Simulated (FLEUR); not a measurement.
# W (Pbcm) in FLEUR: a series of runs

One crystal, W, is run at these levels: LDA; tasks: band structure, equation of state.

Everything below comes from runs of FLEUR MaX-R8.1 (later development tree). Logs are shortened: lines on timing, memory, paths and dates and some standing lists are left out, and cuts for length are marked.

## 1. The structure

It takes space group Pbcm (No. 57, orthorhombic). Conventional cell: a = 2.810 Å, b = 4.864 Å, c = 4.924 Å, α = 90.00°, β = 90.00°, γ = 90.00°. Around W (site symmetry m) lie 12 W at 2.70 to 3.06 Å.

This isn't the form of W at room conditions, which is bcc.

## 2. Band structure, LDA

Input file inp.xml:

```xml
<?xml version="1.0" encoding="UTF-8" standalone="no"?>
<fleurInput fleurInputVersion="0.39">
   <comment>
      W                                                                                                   
   </comment>
   <calculationSetup>
      <cutoffs Kmax="4.15" Gmax="12.9" GmaxXC="12.9" numbands="0"/>
      <scfLoop itmax="60" minDistance="0.00001" maxIterBroyd="15" imix="Anderson" alpha="0.05" precondParam="0.0" spinf="2.0" sdNocoIR="T"/>
      <coreElectrons ctail="T" frcor="F" kcrel="0" coretail_lmax="0"/>
      <xcFunctional name="vwn" relativisticCorrections="F"/>
      <magnetism jspins="1"/>
      <soc l_soc="F" theta="0.0" phi="0.0" spav="F"/>
      <expertModes spex="0" secvar="F"/>
      <geometryOptimization l_f="F" forcealpha="1.0" forcemix="BFGS" epsdisp="0.00001" epsforce="0.00001"/>
      <ldaU l_linMix="F" mixParam="0.05" spinf="1.0"/>
   </calculationSetup>
   <cell>
      <bzIntegration valenceElectrons="112.0" mode="hist" fermiSmearingEnergy="0.00183747">
         <kPointListSelection listName="default-1"/>
         <!-- k-points included here -->
         <xi:include xmlns:xi="http://www.w3.org/2001/XInclude" href="kpts.xml"> </xi:include>
      </bzIntegration>
      <!-- symmetry operations included here -->
      <xi:include xmlns:xi="http://www.w3.org/2001/XInclude" href="sym.xml"> </xi:include>
      <bulkLattice scale="1.0">
         <bravaisMatrix>
            <row-1>    5.3094916826958842     0.0000000000000000     0.0000000000000000</row-1>
            <row-2>    0.0000000000000000     9.1913822056582024     0.0000000000000000</row-2>
            <row-3>    0.0000000000000000     0.0000000000000000     9.3044350710623966</row-3>
         </bravaisMatrix>
      </bulkLattice>
   </cell>
   <atomSpecies>
      <species name="Tungsten (W)" element="W" atomicNumber="74">
         <mtSphere radius="2.36" gridPoints="781" logIncrement="0.017"/>
         <atomicCutoffs lmax="9" lnonsphr="9"/>
         <electronConfig flipSpins="F">
            <coreConfig>(1s1/2) (2s1/2) (2p1/2) (2p3/2) (3s1/2) (3p1/2) (3p3/2) (4s1/2) (3d3/2) (3d5/2) (4p1/2) (4p3/2) (4d3/2) (4d5/2)</coreConfig>
            <valenceConfig>(5s1/2) (5p1/2) (5p3/2) (6s1/2) (4f5/2) (4f7/2) (5d3/2) (5d5/2)</valenceConfig>
            <stateOccupation state="(5d3/2)" spinUp="0.800000" spinDown="0.800000"/>
            <stateOccupation state="(5d5/2)" spinUp="1.200000" spinDown="1.200000"/>
         </electronConfig>
         <energyParameters s="6" p="6" d="5" f="4"/>
         <lo type="SCLO" l="0" n="5" eDeriv="0"/>
         <lo type="SCLO" l="1" n="5" eDeriv="0"/>
         <lo type="SCLO" l="2" n="5" eDeriv="2"/>
         <lo type="SCLO" l="3" n="4" eDeriv="2"/>
      </species>
   </atomSpecies>
   <atomGroups>
      <atomGroup species="Tungsten (W)">
         <relPos label="                   1">-.2068280000 -.0631570000 -1.000/4.000</relPos>
         <relPos label="                   2">.2068280000 .4368430000 -1.000/4.000</relPos>
         <relPos label="                   3">.2068280000 .0631570000 1.000/4.000</relPos>
         <relPos label="                   4">-.2068280000 -.4368430000 1.000/4.000</relPos>
         <force calculate="T" relaxXYZ="TTT"/>
      </atomGroup>
   </atomGroups>
   <output dos="F" band="F" slice="F">
      <checks vchk="F" cdinf="F"/>
      <bandDOS minEnergy="-.5*Htr" maxEnergy="0.5*Htr" sigma="0.015" storeEVData="T"/>
      <vacuumDOS vacdos="F" integ="F" star="F" nstars="0" locx1="0.0" locy1="0.0" locx2="0.0" locy2="0.0" nstm="0" tworkf="0.0"/>
      <unfoldingBand unfoldBand="F" supercellX="1" supercellY="1" supercellZ="1"/>
      <plotting iplot="0" polar="F">
         <plot TwoD="T" vec1="  1.0  0.0  0.0" vec2="  0.0  1.0  0.0" vec3="  0.0  0.0  1.0" zero="  0.0  0.0  0.0" file="plot"/>
      </plotting>
      <chargeDensitySlicing numkpt="0" minEigenval="0.0" maxEigenval="0.0" nnne="0" pallst="F"/>
      <specialOutput eonly="F"/>
      <moessbauerParams electricFieldGradient="T" isomerShift="T" coreHyperfine="T" valenceHyperfine="T"/>
      <magneticCircularDichroism mcd="F" energyLo="-10.0" energyUp="0.0"/>
   </output>
  <!-- We include the file relax.xml here to enable relaxations (see documentation) -->
  <xi:include xmlns:xi="http://www.w3.org/2001/XInclude" href="relax.xml"> <xi:fallback/> </xi:include>
</fleurInput>
```

Input file crystal.txt:

```
W
&input cartesian=F /
2.8096620000  0.0000000000  0.0000000000
0.0000000000  4.8638700000  0.0000000000
0.0000000000  0.0000000000  4.9236950000
1.8897261246
1.0 1.0 1.0

4
74 0.7931720000  0.9368430000  0.7500000000
74 0.2068280000  0.4368430000  0.7500000000
74 0.2068280000  0.0631570000  0.2500000000
74 0.7931720000  0.5631570000  0.2500000000

&kpt div1=9 div2=6 div3=6 gamma=T /
```

Input file inp.xml (bands):

```
<?xml version="1.0" encoding="UTF-8" standalone="no"?>
<fleurInput fleurInputVersion="0.39">
   <comment>
      W                                                                                                   
   </comment>
   <calculationSetup>
      <cutoffs Kmax="4.15" Gmax="12.9" GmaxXC="12.9" numbands="0"/>
      <scfLoop itmax="60" minDistance="0.00001" maxIterBroyd="15" imix="Anderson" alpha="0.05" precondParam="0.0" spinf="2.0" sdNocoIR="T"/>
      <coreElectrons ctail="T" frcor="F" kcrel="0" coretail_lmax="0"/>
      <xcFunctional name="vwn" relativisticCorrections="F"/>
      <magnetism jspins="1"/>
      <soc l_soc="F" theta="0.0" phi="0.0" spav="F"/>
      <expertModes spex="0" secvar="F"/>
      <geometryOptimization l_f="F" forcealpha="1.0" forcemix="BFGS" epsdisp="0.00001" epsforce="0.00001"/>
      <ldaU l_linMix="F" mixParam="0.05" spinf="1.0"/>
   </calculationSetup>
   <cell>
      <bzIntegration valenceElectrons="112.0" mode="hist" fermiSmearingEnergy="0.00183747">
         <kPointListSelection listName="path-1"/>
         <!-- k-points included here -->
         <xi:include xmlns:xi="http://www.w3.org/2001/XInclude" href="kpts.xml"> </xi:include>
      </bzIntegration>
      <!-- symmetry operations included here -->
      <xi:include xmlns:xi="http://www.w3.org/2001/XInclude" href="sym.xml"> </xi:include>
      <bulkLattice scale="1.0">
         <bravaisMatrix>
            <row-1>    5.3094916826958842     0.0000000000000000     0.0000000000000000</row-1>
            <row-2>    0.0000000000000000     9.1913822056582024     0.0000000000000000</row-2>
            <row-3>    0.0000000000000000     0.0000000000000000     9.3044350710623966</row-3>
         </bravaisMatrix>
      </bulkLattice>
   </cell>
   <atomSpecies>
      <species name="Tungsten (W)" element="W" atomicNumber="74">
         <mtSphere radius="2.36" gridPoints="781" logIncrement="0.017"/>
         <atomicCutoffs lmax="9" lnonsphr="9"/>
         <electronConfig flipSpins="F">
            <coreConfig>(1s1/2) (2s1/2) (2p1/2) (2p3/2) (3s1/2) (3p1/2) (3p3/2) (4s1/2) (3d3/2) (3d5/2) (4p1/2) (4p3/2) (4d3/2) (4d5/2)</coreConfig>
            <valenceConfig>(5s1/2) (5p1/2) (5p3/2) (6s1/2) (4f5/2) (4f7/2) (5d3/2) (5d5/2)</valenceConfig>
            <stateOccupation state="(5d3/2)" spinUp="0.800000" spinDown="0.800000"/>
            <stateOccupation state="(5d5/2)" spinUp="1.200000" spinDown="1.200000"/>
         </electronConfig>
         <energyParameters s="6" p="6" d="5" f="4"/>
         <lo type="SCLO" l="0" n="5" eDeriv="0"/>
         <lo type="SCLO" l="1" n="5" eDeriv="0"/>
         <lo type="SCLO" l="2" n="5" eDeriv="2"/>
         <lo type="SCLO" l="3" n="4" eDeriv="2"/>
      </species>
   </atomSpecies>
   <atomGroups>
      <atomGroup species="Tungsten (W)">
         <relPos label="                   1">-.2068280000 -.0631570000 -1.000/4.000</relPos>
         <relPos label="                   2">.2068280000 .4368430000 -1.000/4.000</relPos>
         <relPos label="                   3">.2068280000 .0631570000 1.000/4.000</relPos>
         <relPos label="                   4">-.2068280000 -.4368430000 1.000/4.000</relPos>
         <force calculate="T" relaxXYZ="TTT"/>
      </atomGroup>
   </atomGroups>
   <output dos="F" band="T" slice="F">
      <checks vchk="F" cdinf="F"/>
      <bandDOS minEnergy="-.5*Htr" maxEnergy="0.5*Htr" sigma="0.015" storeEVData="T"/>
      <vacuumDOS vacdos="F" integ="F" star="F" nstars="0" locx1="0.0" locy1="0.0" locx2="0.0" locy2="0.0" nstm="0" tworkf="0.0"/>
      <unfoldingBand unfoldBand="F" supercellX="1" supercellY="1" supercellZ="1"/>
      <plotting iplot="0" polar="F">
         <plot TwoD="T" vec1="  1.0  0.0  0.0" vec2="  0.0  1.0  0.0" vec3="  0.0  0.0  1.0" zero="  0.0  0.0  0.0" file="plot"/>
      </plotting>
      <chargeDensitySlicing numkpt="0" minEigenval="0.0" maxEigenval="0.0" nnne="0" pallst="F"/>
      <specialOutput eonly="F"/>
      <moessbauerParams electricFieldGradient="T" isomerShift="T" coreHyperfine="T" valenceHyperfine="T"/>
      <magneticCircularDichroism mcd="F" energyLo="-10.0" energyUp="0.0"/>
   </output>
  <!-- We include the file relax.xml here to enable relaxations (see documentation) -->
  <xi:include xmlns:xi="http://www.w3.org/2001/XInclude" href="relax.xml"> <xi:fallback/> </xi:include>
</fleurInput>
```

Potentials or basis: all-electron, FLAPW.

Launch:

```bash
> inpgen -f crystal.txt -profile fastHighL
> # inp.xml edited to the form shown
> fleur_MPI
> fleur_MPI   # second run, on inp.xml (bands)
```

The program printed:

```text
Welcome to FLEUR        (www.flapw.de)
      MaX-Release 8.1          (www.max-centre.eu)

 ========== k-point set info ==========
 Selected k-point list: default-1
 k-point list type: mesh
 9 x 6 x 6
 Number of k points: 80

 ------------Calculation Setup---------------------------
 Number of MPI-tasks      :            1
 Number of PE/node        :            1
 Number of OMP-threads    :            1
 Most efficient MPI parallelization for:
           1           2           4           5           8          10          16          20          40          80
 Additional eigenvalue parallelization possible
 Number of basis functions:          680
 Approximate size of matrices (H+S) per k-point:         0.007 GB
 --------------------------------------------------------
 Iteration:     1   Distance:      15.42693130 me/bohr^3
 Iteration:     2   Distance:      14.14950337 me/bohr^3
 Iteration:     3   Distance:       6.33067273 me/bohr^3
 Iteration:     4   Distance:       1.61230660 me/bohr^3
 Iteration:     5   Distance:       1.43325549 me/bohr^3
 Iteration:     6   Distance:       0.26733181 me/bohr^3
 Iteration:     7   Distance:       0.14594057 me/bohr^3
 Iteration:     8   Distance:       0.03575643 me/bohr^3
 Iteration:     9   Distance:       0.00834087 me/bohr^3
 Iteration:    10   Distance:       0.00771846 me/bohr^3
 Iteration:    11   Distance:       0.00083366 me/bohr^3
 Iteration:    12   Distance:       0.00016806 me/bohr^3
 Iteration:    13   Distance:       0.00018561 me/bohr^3
 Iteration:    14   Distance:       0.00002368 me/bohr^3
 Iteration:    15   Distance:       0.00000394 me/bohr^3

 ********************************************************************
 Run finished successfully
 Stop message:
   all done
 ********************************************************************
```

output (bands):

```text
Welcome to FLEUR        (www.flapw.de)
      MaX-Release 8.1          (www.max-centre.eu)

 ========== k-point set info ==========
 Selected k-point list: path-1
 k-point list type: path
 Number of k points: 60

 ------------Calculation Setup---------------------------
 Number of MPI-tasks      :            1
 Number of PE/node        :            1
 Number of OMP-threads    :            1
 Most efficient MPI parallelization for:
           1           2           3           4           5           6          10          12          15          20          30          60
 Additional eigenvalue parallelization possible
 Number of basis functions:          684
 Approximate size of matrices (H+S) per k-point:         0.007 GB
 --------------------------------------------------------
 Fermi energy correction for metals:
 Fermi energy in bands.* files may not be consistent with last density.
 Please correct it manually (e.g. in band.gnu file).

 Note: Band structure data (together with different weights) is also stored in the banddos.hdf file.
       A convenient way of extracting and plotting the data from that file is by making use of the

 ********************************************************************
 Run finished successfully
 Stop message:
   Charge density postprocessing done.
 ********************************************************************
```

out.xml (last iteration):

```text
<iteration numberForCurrentRun="   15" overallNumber="   15">
         <energyParameters units="Htr">
            <atomicEP atomType="1" spin="1" branch="6s" branchLowest="-2.10" branchHighest="2.57" value="0.3328629813"/>
            <atomicEP atomType="1" spin="1" branch="6p" branchLowest="-0.70" branchHighest="3.61" value="0.4677516292"/>
            <atomicEP atomType="1" spin="1" branch="5d" branchLowest="-7.95" branchHighest="1.10" value="0.4919103674"/>
            <atomicEP atomType="1" spin="1" branch="4f" branchLowest="-9.99" branchHighest="-0.44" value="-0.4125310549"/>
            <loAtomicEP atomType="1" spin="1" branch="5s" branchLowest="-20.08" branchHighest="-2.10" value="-2.1273710825"/>
            <loAtomicEP atomType="1" spin="1" branch="5p" branchLowest="-14.72" branchHighest="-0.70" value="-0.8378883600"/>
            <loAtomicEP atomType="1" spin="1" branch="5d" branchLowest="-7.95" branchHighest="1.10" value="0.4877032702"/>
            <loAtomicEP atomType="1" spin="1" branch="4f" branchLowest="-9.99" branchHighest="-0.44" value="-0.4400072233"/>
         </energyParameters>
         <eigenvalues>
            <eigenvaluesAt spin="1" ikpt="1" k_x="0.00000000" k_y="0.00000000" k_z="0.00000000">
                      -2.1311889337       -2.1283512061       -2.1271293896       -2.1253364785       -0.8366400750
                      -0.8346523691       -0.8309268300       -0.8217041438       -0.8050660627       -0.8005690347
                      -0.7991009734       -0.7987865604       -0.7961917686       -0.7939224070       -0.7924529528
                      -0.7918665784       -0.4486899918       -0.4484303228       -0.4484089071       -0.4483982767
                      -0.4483265978       -0.4482834824       -0.4481115943       -0.4480994767       -0.4478999083
                      -0.4478051896       -0.4477477812       -0.4477233946       -0.4474385886       -0.4474055812
[... 9 lines left out ...]
                       1.0987607298        1.1707115843        1.2581863907        1.3011136316        1.3067914542
[... 44 lines left out ...]
                      -0.7931640686       -0.4485447167       -0.4485447167       -0.4484849982       -0.4484849982
                      -0.4482917074       -0.4482917074       -0.4480122518       -0.4480122518       -0.4479014899
                      -0.4479014899       -0.4476512243       -0.4476512243       -0.4474197045       -0.4474197045
[... 9 lines left out ...]
                       1.1494830007        1.1822269940        1.1822269940        1.2455554566        1.2455554566
                       1.2885968675        1.2885968675        1.3292735603        1.3292735603        1.4235798710
            </eigenvaluesAt>
[... 35 lines left out ...]
               <shell n="2" l="1" isomerShift="11050.04340"/>
               <shell n="3" l="0" isomerShift="40684.10369"/>
               <shell n="3" l="1" isomerShift="2775.15955"/>
               <shell n="4" l="0" isomerShift="10103.40721"/>
               <shell n="3" l="2" isomerShift="0.00108"/>
               <shell n="4" l="1" isomerShift="673.93244"/>
               <shell n="4" l="2" isomerShift="0.00027"/>
            </coreIsomerShift>
            <isomerShift atomType="1" nucleusRadius="0.0001343" averageDensity="1513001.30539"/>
            <electricFieldGradient atomType="1" VXX="0.27884" VYY="0.49785" VZZ="-0.77669" asymParam="0.28199">
            </electricFieldGradient>
         </moessbauerParams>
         <totalEnergy                                    value="   -64626.9548858386" units="Htr">
            <sumOfEigenvalues                            value="   -39507.7076173210">
               <coreElectrons value="-39457.5493944065"/>
               <valenceElectrons value="-50.1582229145"/>
            </sumOfEigenvalues>
            <densityCoulombPotentialIntegral value="-110632.3198516379"/>
            <densityEffectivePotentialIntegral value="-112309.6611685082"/>
            <chargeDenXCDenIntegral value="-1263.6770639665"/>
            <FockExchangeEnergyValence value="0.0000000000"/>
            <FockExchangeEnergyCore value="0.0000000000"/>
            <atomTypeDependentContributions atomType="1">
               <electronNucleiInteractionDifferentMTs value="80625.3056832096"/>
               <MadelungTerm value="-223.7657640307"/>
            </atomTypeDependentContributions>
            <tkbTimesEntropy value="0.0010376467"/>
            <freeEnergy value="-64626.9559234853"/>
            <extrapolationTo0K value="-64626.9554046619"/>
         </totalEnergy>
         <densityConvergence units="me/bohr^3">
            <chargeDensity spin="1" distance="0.0000039432"/>
         </densityConvergence>
      </iteration>
```

It took 4.2 min on 1 thread of Intel Xeon at 2.70GHz, shared host; peak memory 0.12 GiB.

Results:

- Free energy: -1758589.0595 eV
- Band gap along the path: none (metal or under the smearing width)
- Valence electrons inside the program's atomic spheres: W 25.50 (radii W 2.36 bohr)

Levels at the corners of the path, in eV from the Fermi level:
| point | band 54 | band 55 | band 56 | band 57 | band 58 | band 59 |
| --- | --- | --- | --- | --- | --- | --- |
| Γ | -0.38 | -0.36 | -0.35 | -0.28 | -0.05 | 0.51 |
| X | -1.75 | -1.26 | -1.04 | 0.11 | 0.22 | 0.52 |
| S | -1.45 | -0.21 | -0.21 | -0.17 | -0.17 | 4.13 |
| Y | -1.45 | 0.32 | 0.32 | 0.34 | 0.34 | 0.83 |
| Γ | -0.38 | -0.36 | -0.35 | -0.28 | -0.05 | 0.51 |
| Z | -0.82 | -0.16 | -0.16 | 0.74 | 0.74 | 1.75 |
| U | -1.72 | -0.96 | -0.96 | 0.68 | 0.68 | 1.10 |
| R | 0.73 | 0.73 | 0.73 | 2.16 | 2.16 | 2.16 |
| T | -1.14 | -1.14 | -1.14 | 1.65 | 1.65 | 1.65 |
| Z | -0.82 | -0.16 | -0.16 | 0.74 | 0.74 | 1.75 |
| Y | -1.45 | 0.32 | 0.32 | 0.34 | 0.34 | 0.83 |
| T | -1.14 | -1.14 | -1.14 | 1.65 | 1.65 | 1.65 |
| U | -1.72 | -0.96 | -0.96 | 0.68 | 0.68 | 1.10 |
| X | -1.75 | -1.26 | -1.04 | 0.11 | 0.22 | 0.52 |
| S | -1.45 | -0.21 | -0.21 | -0.17 | -0.17 | 4.13 |
| R | 0.73 | 0.73 | 0.73 | 2.16 | 2.16 | 2.16 |

Core levels (eV from the Fermi level):
```tsv
atom	levels
1 W	1s1/2 -69336.7, 2s1/2 -11956.2, 2p1/2 -11436.2, 2p3/2 -10084.8, 3s1/2 -2748.9, 3p1/2 -2516.9, 3p3/2 -2224.7, 4s1/2 -562.1, 3d3/2 -1833.1, 3d5/2 -1769.5, 4p1/2 -466.0, 4p3/2 -398.0, 4d3/2 -239.9, 4d5/2 -227.3
2 W	1s1/2 -69336.7, 2s1/2 -11956.2, 2p1/2 -11436.2, 2p3/2 -10084.8, 3s1/2 -2748.9, 3p1/2 -2516.9, 3p3/2 -2224.7, 4s1/2 -562.1, 3d3/2 -1833.1, 3d5/2 -1769.5, 4p1/2 -466.0, 4p3/2 -398.0, 4d3/2 -239.9, 4d5/2 -227.3
3 W	1s1/2 -69336.7, 2s1/2 -11956.2, 2p1/2 -11436.2, 2p3/2 -10084.8, 3s1/2 -2748.9, 3p1/2 -2516.9, 3p3/2 -2224.7, 4s1/2 -562.1, 3d3/2 -1833.1, 3d5/2 -1769.5, 4p1/2 -466.0, 4p3/2 -398.0, 4d3/2 -239.9, 4d5/2 -227.3
4 W	1s1/2 -69336.7, 2s1/2 -11956.2, 2p1/2 -11436.2, 2p3/2 -10084.8, 3s1/2 -2748.9, 3p1/2 -2516.9, 3p3/2 -2224.7, 4s1/2 -562.1, 3d3/2 -1833.1, 3d5/2 -1769.5, 4p1/2 -466.0, 4p3/2 -398.0, 4d3/2 -239.9, 4d5/2 -227.3
```

Caveat: spin-orbit coupling is left out, which moves the levels of the heavy elements.

## 3. Equation of state, LDA, 15.81 Å³/atom (volume scaled by 0.94)

inp.xml, as its differences from that of step 2:

```diff
@@ -6,3 +6,3 @@
    <calculationSetup>
-      <cutoffs Kmax="4.15" Gmax="12.9" GmaxXC="12.9" numbands="0"/>
+      <cutoffs Kmax="4.28" Gmax="13.3" GmaxXC="13.3" numbands="0"/>
       <scfLoop itmax="60" minDistance="0.00001" maxIterBroyd="15" imix="Anderson" alpha="0.05" precondParam="0.0" spinf="2.0" sdNocoIR="T"/>
@@ -24,3 +24,3 @@
       <xi:include xmlns:xi="http://www.w3.org/2001/XInclude" href="sym.xml"> </xi:include>
-      <bulkLattice scale="1.0">
+      <bulkLattice scale="0.9795861087">
          <bravaisMatrix>
@@ -34,3 +34,3 @@
       <species name="Tungsten (W)" element="W" atomicNumber="74">
-         <mtSphere radius="2.36" gridPoints="781" logIncrement="0.017"/>
+         <mtSphere radius="2.29" gridPoints="781" logIncrement="0.017"/>
          <atomicCutoffs lmax="9" lnonsphr="9"/>
```

Potentials or basis: all-electron, FLAPW.

Launch:

```bash
> inpgen -f crystal.txt -profile fastHighL
> # inp.xml edited to the form shown
> fleur_MPI
```

It took 4 min on 1 thread of Intel Xeon at 2.70GHz, shared host; peak memory 0.12 GiB.

Results (log left out):

* Free energy: -1758589.2399 eV
* Band gap on the k mesh: none (metal or under the smearing width)
* Valence electrons inside the program's atomic spheres: W 25.34 (radii W 2.29 bohr)

(Continued in part 2 of 2.)
